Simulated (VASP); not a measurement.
# LiCl (Fm-3m) in VASP: further runs, part 3 of 3

VASP 6.6.1.

## (5) Band structure, HSE06

POSCAR reads:

```
LiCl
1.0
    0.0000000000      2.5647700000      2.5647700000
    2.5647700000      0.0000000000      2.5647700000
    2.5647700000      2.5647700000      0.0000000000
Cl Li
1 1
Direct
    0.5000000000      0.5000000000      0.5000000000
    0.0000000000      0.0000000000      0.0000000000
```

INCAR.step1 reads:

```
SYSTEM = LiCl
ALGO = Normal ; EDIFF = 1E-5
ENCUT = 520 ; GGA = PE
ISIF = 2 ; ISMEAR = 0
KPAR = 4 ; LASPH = .True.
LCHARG = .False. ; LREAL = .False.
LWAVE = .True. ; NELM = 100
PREC = Accurate ; SIGMA = 0.02
```

INCAR.step2 reads:

```
SYSTEM = LiCl
ALGO = Normal ; EDIFF = 1E-6
ENCUT = 520 ; GGA = PE
HFSCREEN = 0.2 ; ISIF = 2
ISMEAR = 0 ; ISTART = 1
KPAR = 4 ; LASPH = .True.
LCHARG = .False. ; LHFCALC = .True.
LREAL = .False. ; LWAVE = .False.
NELM = 100 ; PREC = Accurate
PRECFOCK = Fast ; SIGMA = 0.02
```

KPOINTS reads:

```
k-points
0
Gamma
  6 6 6
  0 0 0
```

KPOINTS_OPT reads:

```
path GXWKGLUWLK,UX
8
line-mode
reciprocal
 0.0000000000  0.0000000000  0.0000000000  G
 0.5000000000  0.0000000000  0.5000000000  X

 0.5000000000  0.0000000000  0.5000000000  X
 0.5000000000  0.2500000000  0.7500000000  W

 0.5000000000  0.2500000000  0.7500000000  W
 0.3750000000  0.3750000000  0.7500000000  K

 0.3750000000  0.3750000000  0.7500000000  K
 0.0000000000  0.0000000000  0.0000000000  G

 0.0000000000  0.0000000000  0.0000000000  G
 0.5000000000  0.5000000000  0.5000000000  L

 0.5000000000  0.5000000000  0.5000000000  L
 0.6250000000  0.2500000000  0.6250000000  U

 0.6250000000  0.2500000000  0.6250000000  U
 0.5000000000  0.2500000000  0.7500000000  W

 0.5000000000  0.2500000000  0.7500000000  W
 0.5000000000  0.5000000000  0.5000000000  L

 0.5000000000  0.5000000000  0.5000000000  L
 0.3750000000  0.3750000000  0.7500000000  K

 0.6250000000  0.2500000000  0.6250000000  U
 0.5000000000  0.0000000000  0.5000000000  X
```

Potentials or basis: VASP PAW PBE potentials, release 64 (Cl, Li_sv).

Run with:

```bash
$ cat potpaw_PBE.64/Cl/POTCAR potpaw_PBE.64/Li_sv/POTCAR > POTCAR
$ cp INCAR.step1 INCAR
$ mpirun -np 4 vasp_std > vasp.out
$ cp INCAR.step2 INCAR
$ mpirun -np 4 vasp_std > vasp.out
```

OUTCAR:

```text
SYSTEM = LiCl
   EDIFF = 1E-6
   ENCUT = 520
   GGA = PE
   HFSCREEN = 0.2
   ISIF = 2
   ISMEAR = 0
   ISTART = 1
   LASPH = .True.
   LHFCALC = .True.
   LREAL = .False.
   NELM = 100
   PREC = Accurate
   PRECFOCK = Fast

 ion  position               nearest neighbor table
   1  0.500  0.500  0.500-   2 2.56   2 2.56   2 2.56   2 2.56   2 2.56   2 2.56
   2  0.000  0.000  0.000-   1 2.56   1 2.56   1 2.56   1 2.56   1 2.56   1 2.56

  LATTYP: Found a face centered cubic cell.
 ALAT       =     5.1295400000

  Lattice vectors:

 A1 = (   0.0000000000,   2.5647700000,   2.5647700000)
 A2 = (   2.5647700000,   0.0000000000,   2.5647700000)
 A3 = (   2.5647700000,   2.5647700000,   0.0000000000)

Analysis of symmetry for initial positions (statically):
=====================================================================
 Subroutine PRICEL returns:
 Original cell was already a primitive cell.

 Routine SETGRP: Setting up the symmetry group for a
 face centered cubic supercell.

 Subroutine GETGRP returns: Found 48 space group operations
 (whereof 48 operations were pure point group operations)
 out of a pool of 48 trial point group operations.

The static configuration has the point symmetry O_h .

Analysis of symmetry for dynamics (positions and initial velocities):
=====================================================================
 Subroutine PRICEL returns:
 Original cell was already a primitive cell.

 Routine SETGRP: Setting up the symmetry group for a
 face centered cubic supercell.

 Subroutine GETGRP returns: Found 48 space group operations
 (whereof 48 operations were pure point group operations)
 out of a pool of 48 trial point group operations.

The dynamic configuration has the point symmetry O_h .

 Subroutine INISYM returns: Found 48 space group operations
 (whereof 48 operations are pure point group operations),
 and found     1 'primitive' translations

----------------------------------------------------------------------------------------

                                     Primitive cell

  volume of cell :      33.7423

  direct lattice vectors                    reciprocal lattice vectors
     0.000000000  2.564770000  2.564770000    -0.194949255  0.194949255  0.194949255
     2.564770000  0.000000000  2.564770000     0.194949255 -0.194949255  0.194949255
     2.564770000  2.564770000  0.000000000     0.194949255  0.194949255 -0.194949255

  length of vectors
     3.627132518  3.627132518  3.627132518     0.337662014  0.337662014  0.337662014

  position of ions in fractional coordinates (direct lattice)
     0.500000000  0.500000000  0.500000000
     0.000000000  0.000000000  0.000000000

  ion indices of the primitive-cell ions
   primitive index   ion index
                 1           1
                 2           2

----------------------------------------------------------------------------------------

 KPOINTS: k-points

Automatic generation of k-mesh.
 Grid dimensions read from file:
 generate k-points for:    6    6    6

 Generating k-lattice:

[... 35 lines left out ...]
   number of dos      NEDOS =    301   number of ions     NIONS =      2
   total plane-waves  NPLWV =  21952
   dimension x,y,z NGX =    28 NGY =   28 NGZ =   28
   dimension x,y,z NGXF=    56 NGYF=   56 NGZF=   56
   ions per type =               1   1
   NGX,Y,Z   is equivalent  to a cutoff of  12.83, 12.83, 12.83 a.u.
   NGXF,Y,Z  is equivalent  to a cutoff of  25.67, 25.67, 25.67 a.u.
 SYSTEM =  LiCl
   PREC   = accura    normal or accurate (medium, high low for compatibility)
   ISTART =      1    job   : 0-new  1-cont  2-samecut
   ICHARG =      0    charge: 1-file 2-atom 10-const
   ISPIN  =      1    spin polarized calculation?
   LNONCOLLINEAR =      F non collinear calculations
   LSORBIT =      F    spin-orbit coupling
   LASPH  =      T    aspherical Exc in radial PAW
   ENCUT  =  520.0 eV  38.22 Ry    6.18 a.u.   6.74  6.74  6.74*2*pi/ulx,y,z
   NELM   =    100;   NELMIN=  2; NELMDL=  0     # of ELM steps
   EDIFF  = 0.1E-05   stopping-criterion for ELM
   LREAL  =      F    real-space projection
   EDIFFG = 0.1E-04   stopping-criterion for IOM
   NSW    =      0    number of steps for IOM
   IBRION =     -1    ionic relax: 0-MD 1-quasi-New 2-CG
   NFREE  =      0    steps in history (QN), initial steepest desc. (CG)
   ISIF   =      2    stress and relaxation
   ISYM   =      3    0-nonsym 1-usesym 2-fastsym
   POTIM  = 0.5000    time-step for ionic-motion
   TEBEG  =    0.0;   TEEND  =   0.0 temperature during run
   PSTRESS=    0.0 pullay stress
   NELECT =      10.0000    total number of electrons
   NUPDOWN=      -1.0000    fix difference up-down
   EMIN   =  10.00;   EMAX   =-10.00  energy-range for DOS
   EFERMI =   0.00;   METHOD = LEGACY
   ISMEAR =     0;   SIGMA  =   0.02  broadening in eV -4-tet -1-fermi 0-gaus
   EFERMI_NEDOS =   21; number of points for ismear=-14 and -15
   IALGO  =     38    algorithm
   IMIX   =      1    mixing-type and parameters
     AMIX     =   0.40;   BMIX     =  1.00
     AMIX_MAG =   1.60;   BMIX_MAG =  1.00
  volume/ion in A,a.u.               =      16.87       113.85
  Fermi-wavevector in a.u.,A,eV,Ry     =   1.091482  2.062601 16.209056  1.191332
  Thomas-Fermi vector in A             =   2.227728
   LORBIT       =      0    0 simple, 1 ext, 2 COOP (PROOUT), +10 PAW based schemes
   GGA     = PE    functional components
   LHFCALC =     T    Hartree Fock is set to
   PRECFOCK=fast      Normal, Fast or Accurate (Low or Medium for compatibility)
   ENCUT4O =  -1.0   cutoff for four orbital integrals eV
   NKREDX  =     1    reduce k-point grid by
   NKREDY  =     1    reduce k-point grid by
   NKREDZ  =     1    reduce k-point grid by
   AEXX    =    0.2500 exact exchange contribution
   HFSCREEN=    0.2000 screening length (either q_TF or 0.3 A-1)
   HFSCREENC=   0.2000 screening length for correlation (either q_TF or 0.3 A-1)
   ENCUTFOCK=  -1.0 apply spherical cutoff to Coloumb kernel
   IVDW    =     0    specifies the selected vdW correction
   LEPSILON=     F    determine dielectric tensor
   LRPA    =     F    only Hartree local field effects (RPA)
 non-spin polarized calculation
 Gauss-broadening in eV      SIGMA  =   0.02
  energy-cutoff  :      520.00
  volume of cell :       33.74
 maximum number of plane-waves:       934
  NGX = 16; NGY = 16; NGZ = 16

 number of electron      10.0000005 magnetization

 Free energy of the ion-electron system (eV)
  ---------------------------------------------------
  ext. energy  EPLUGINS =         0.00000000
  ---------------------------------------------------
  free energy    TOTEN  =        -8.47581855 eV

  energy without entropy =       -8.47581855  energy(sigma->0) =       -8.47581855

 E-fermi :  -0.2655     XC(G=0):  -7.2479

 val. band max:       -0.3951401928   @ k =   0.0000   0.0000   0.0000
 cond. band min:       7.3594314884   @ k =   0.0000   0.0000   0.0000
 fundamental gap:      7.7545716813
 Fermi energy:        -0.2655113617

 k-point     1 :       0.0000    0.0000    0.0000
  band No.  band energies     occupation
      1     -46.6713      2.00000
      2     -15.0613      2.00000
      3      -0.3951      2.00000
      4      -0.3951      2.00000
      5      -0.3951      2.00000
      6       7.3594      0.00000
      7      13.0939      0.00000
      8      13.0939      0.00000
      9      13.0939      0.00000
[... 169 lines left out ...]
 k-point    16 :      -0.3333    0.5000    0.1667
  band No.  band energies     occupation
      1     -46.6671      2.00000
      2     -14.1783      2.00000
      3      -3.1104      2.00000
      4      -2.1678      2.00000
      5      -1.5495      2.00000
      6       9.8339      0.00000
      7      10.4478      0.00000
      8      12.5818      0.00000
      9      12.6667      0.00000

------------------------ aborting loop because EDIFF is reached ----------------------------------------

  FORCE on cell =-STRESS in cart. coord.  units (eV):
  Direction    XX          YY          ZZ          XY          YZ          ZX
  --------------------------------------------------------------------------------------
  -------------------------------------------------------------------------------------
  Total       -0.0765919     -0.0765919     -0.0765919      0.0000000      0.0000000      0.0000000
  in kB       -3.6367908     -3.6367908     -3.6367908      0.0000000      0.0000000      0.0000000
  external PRESSURE =      -3.6367908 kB  Pullay stress =       0.0000000 kB

 VOLUME and BASIS-vectors are now :
 -----------------------------------------------------------------------------
  energy-cutoff  :      520.00
  volume of cell :       33.74
      direct lattice vectors                 reciprocal lattice vectors
     0.000000000  2.564770000  2.564770000    -0.194949255  0.194949255  0.194949255
     2.564770000  0.000000000  2.564770000     0.194949255 -0.194949255  0.194949255
     2.564770000  2.564770000  0.000000000     0.194949255  0.194949255 -0.194949255

 POSITION                                       TOTAL-FORCE (eV/Angst)
 -----------------------------------------------------------------------------------
      2.56477      2.56477      2.56477         0.000000      0.000000     -0.000000
      0.00000      0.00000      0.00000         0.000000     -0.000000      0.000000
 -----------------------------------------------------------------------------------
    total drift:                                0.000000      0.000000      0.000000

  FREE ENERGIE OF THE ION-ELECTRON SYSTEM (eV)
  ---------------------------------------------------
  free  energy   TOTEN  =        -8.4758185479 eV

  energy  without entropy=       -8.4758185479  energy(sigma->0) =       -8.47581855
```

Run time: 98 s. Hardware: 4 MPI ranks of Intel Xeon 6975P-C (Granite Rapids), shared host; peak memory 0.28 GiB.

Results:

```
Free energy             : -8.4758 eV
Band gap on the k mesh  : 7.75 eV, direct
Band gap along the path : 7.75 eV, direct
```

Levels at the corners of the path, in eV from the valence-band top:
| point | band 2 | band 3 | band 4 | band 5 | band 6 | band 7 | band 8 | band 9 |
| --- | --- | --- | --- | --- | --- | --- | --- | --- |
| Γ | -14.67 | 0.00 | 0.00 | 0.00 | 7.75 | 13.49 | 13.49 | 13.49 |
| X | -13.78 | -3.11 | -1.19 | -1.19 | 9.32 | 9.64 | 14.16 | 15.88 |
| X | -13.78 | -3.11 | -1.19 | -1.19 | 9.32 | 9.64 | 14.16 | 15.88 |
| W | -13.79 | -2.28 | -2.28 | -1.15 | 11.09 | 11.72 | 11.97 | 11.97 |
| W | -13.79 | -2.28 | -2.28 | -1.15 | 11.09 | 11.72 | 11.97 | 11.97 |
| K | -13.81 | -2.67 | -1.92 | -0.89 | 9.52 | 11.45 | 13.08 | 13.41 |
| K | -13.81 | -2.67 | -1.92 | -0.89 | 9.52 | 11.45 | 13.08 | 13.41 |
| Γ | -14.67 | 0.00 | 0.00 | 0.00 | 7.75 | 13.49 | 13.49 | 13.49 |
| Γ | -14.67 | 0.00 | 0.00 | 0.00 | 7.75 | 13.49 | 13.49 | 13.49 |
| L | -14.04 | -3.05 | -0.29 | -0.29 | 8.14 | 11.02 | 11.02 | 14.74 |
| L | -14.04 | -3.05 | -0.29 | -0.29 | 8.14 | 11.02 | 11.02 | 14.74 |
| U | -13.81 | -2.67 | -1.92 | -0.89 | 9.52 | 11.45 | 13.08 | 13.41 |
| U | -13.81 | -2.67 | -1.92 | -0.89 | 9.52 | 11.45 | 13.08 | 13.41 |
| W | -13.79 | -2.28 | -2.28 | -1.15 | 11.09 | 11.72 | 11.97 | 11.97 |
| W | -13.79 | -2.28 | -2.28 | -1.15 | 11.09 | 11.72 | 11.97 | 11.97 |
| L | -14.04 | -3.05 | -0.29 | -0.29 | 8.14 | 11.02 | 11.02 | 14.74 |
| L | -14.04 | -3.05 | -0.29 | -0.29 | 8.14 | 11.02 | 11.02 | 14.74 |
| K | -13.81 | -2.67 | -1.92 | -0.89 | 9.52 | 11.45 | 13.08 | 13.41 |
| U | -13.81 | -2.67 | -1.92 | -0.89 | 9.52 | 11.45 | 13.08 | 13.41 |
| X | -13.78 | -3.11 | -1.19 | -1.19 | 9.32 | 9.64 | 14.16 | 15.88 |

Caveat: the cutoff is under 1.25 times the usual one of these potentials, so pressure, stress and relaxed cells hold a basis-set (Pulay) error; the PAW data sets were made with another functional, which shifts forces and pressure a little.

## (6) For comparison

An earlier run on the cell as given: functional PBE; potentials or basis VASP PAW PBE potentials, release 64 (Cl, Li_sv); cutoff 520 eV; k mesh 9 × 9 × 9; occupations fermi-dirac, width 0.05 eV; no spin polarisation.

- Band gap on the k mesh: 6.34 eV, direct

## (7) Summary

| task | level | potentials or basis | k mesh | cutoff (eV) | smearing | ladder | grid for exact exchange (PRECFOCK) | exchange at q = 0 | k-point spacing | share of exact exchange | other keys | mesh quality | gap on the mesh (eV) |
| --- | --- | --- | --- | --- | --- | --- | --- | --- | --- | --- | --- | --- | --- |
| band structure | r2SCAN | VASP PAW PBE potentials, release 64 (Cl, Li_sv) | 10 × 10 × 10 | 520 | gaussian 0.02 eV | free | - | - | - | - | - | not flagged | 7.30 |
| single point | PBE-EpsX | VASP PAW PBE potentials, release 64 (Cl, Li_sv) | - | 520 | tetrahedron | - | Fast | truncated | 0.3 | 0.3367 | KSPACING = 0.3 | not flagged | 9.19 |
| G0W0 quasiparticle levels | LDA | VASP PAW LDA potentials, release 64 (Cl_GW, Li_GW) | 4 × 4 × 4 | 500 | gaussian 0.01 eV | free | - | - | - | - | - | coarse | - |
| band structure | HSE06 | VASP PAW PBE potentials, release 64 (Cl, Li_sv) | 6 × 6 × 6 | 520 | gaussian 0.02 eV | free | Fast | - | - | - | - | not flagged | 7.75 |
| single point | PBE | VASP PAW PBE potentials, release 64 (Cl, Li_sv) | 9 × 9 × 9 | 520 | fermi-dirac 0.05 eV | - | - | - | - | - | - | not flagged | 6.34 |

Alike in all rows: no spin polarisation; cell as given.

Caveats: some runs use coarse meshes; the cutoff is under 1.25 times the usual one of these potentials, so pressure, stress and relaxed cells hold a basis-set (Pulay) error (some runs); the PAW data sets were made with another functional, which shifts forces and pressure a little (some runs); bands, screening cutoff and mesh are small and nothing is extrapolated, so the quasiparticle values aren't converged (some runs); an odd mesh through Γ misses points on the zone boundary, where band edges often lie (some runs).

Absolute energies hang on the potentials; compare differences alone.
